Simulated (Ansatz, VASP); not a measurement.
## Ca in VASP and in Ansatz

Contents of INCAR:

```
SYSTEM = Ca
  PREC = Accurate
  ENCUT = 520
  EDIFF = 1E-7
  ISMEAR = 0
  SIGMA = 0.15
  LREAL = .False.
  LASPH = .True.
  NELM = 100
  ALGO = Fast
  ISIF = 2
  LWAVE = .False.
  LCHARG = .False.
  GGA = CA
  NBANDS = 11
```

Contents of KPOINTS:

```
Automatic mesh
0
Gamma
  16 16 16
  0 0 0
```

File POSCAR:

```
Ca
1.0
   -2.2400000000      2.2400000000      2.1280000000
    2.2400000000     -2.2400000000      2.1280000000
    2.2400000000      2.2400000000     -2.1280000000
Ca
1
Direct
    0.0000000000      0.0000000000      0.0000000000
```

Input for Ansatz:

```yaml
crystal:
  lattice:
    - [-2.24, 2.24, 2.128]
    - [2.24, -2.24, 2.128]
    - [2.24, 2.24, -2.128]
  atoms:
    - { symbol: Ca, position: [0.0, 0.0, 0.0] }
basis:
  ecutwfc: 420
kpoints:
  mp_grid: { grid: [16, 16, 16] }
hamiltonian:
  xc: lda
scf:
  occupations: { method: gaussian, width: 0.15 }
output:
  forces: true
  stress: true
  eigenvalues: true
```

Change from the starting cell: strain +0.000 along x and y, -0.050 along z, atoms carried along.

Alike in both runs: task single point; functional LDA; k mesh 16 × 16 × 16; occupations gaussian, width 0.15 eV; no spin polarisation.

|  | VASP | Ansatz |
| --- | --- | --- |
| version | VASP 6.6.1 | Ansatz 0.2.0 |
| potentials or method | VASP PAW LDA potentials, release 64 (Ca_sv) | scalar-relativistic, plane waves, PAW |
| plane-wave cutoff (eV) | 520 | 420 |
| valence electrons in the cell | 10 | 10 |

|  | VASP | Ansatz | Ansatz less VASP |
| --- | --- | --- | --- |
| gap on the k mesh at the Fermi level (eV) | none | none | - |
| pressure (GPa) | -1.9 | -1.9 | 0.00 |

A gap of «none» marks a metal or a gap that the smearing closes.
